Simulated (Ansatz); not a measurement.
# Levels of theory for AgCl (rocksalt)

All numbers come from the plane-wave code Ansatz. No magnetic order and no zero-point or thermal motion.

Rocksalt AgCl, relaxed with r2SCAN. Space group Fm-3m (No. 225), cubic; a = 5.546 Å in the conventional setting, 21.33 Å³ an atom. Ag has 6 Cl at 2.77 Å; Cl has 6 Ag at 2.77 Å.

Relaxed lattice by functional, symmetry kept:

| functional | k mesh | a (Å) | volume (Å³/atom) |
| --- | --- | --- | --- |
| PBE | 8×8×8 | 5.611 | 22.09 |
| r2SCAN | 8×8×8 | 5.546 | 21.33 |

Gaps on the r2SCAN cell, each the least over its mesh and the special points:
```csv
level,k mesh,gap (eV),kind,edges,least direct gap (eV),rough cost
PBE,8×8×8,0.91,indirect,L → Γ,3.01,2.4 core-seconds
PBE+SOC,8×8×8,0.87,indirect,L → Γ,2.96,9 core-seconds
r2SCAN,8×8×8,1.48,indirect,L → Γ,3.59,4 core-seconds
HSE06,6×6×6,2.41,indirect,L → Γ,4.54,2.3 core-minutes
PBE0,6×6×6,3.11,indirect,L → Γ,5.25,2.2 core-minutes
```
PBE, PBE+SOC: smearing of 0.02 eV; the others have fixed occupations.
Wave cutoffs: 420 eV, 500 eV (r2SCAN).
Costs come from shared machines and give only the order; PBE's includes the band path. The runs had 2 threads of AMD EPYC 7R43 64-Core Processor (Zen 3) (shared host).

HSE06 gives an indirect gap of 2.41 eV, from L to Γ; the least direct gap is 4.54 eV at K–Γ (0.90 of the way from K). Spin-orbit coupling changes the PBE gap by -0.042 eV, to 0.87 eV.

r2SCAN covers 38 % of the step from PBE to HSE06. For gaps to 0.1 eV, spin-orbit coupling (up to 0.05 eV here) can be left out. All these functionals give a gap of the same kind, indirect.

r2SCAN (ground state on 6×6×6): ε∞: 4.52 in all directions. Born charges, averaged over directions: Ag +1.41, Cl -1.41 e.

Only the levels marked +SOC include spin-orbit coupling.

The meshes of the hybrids are coarse, so their gaps aren't converged to the digits shown.
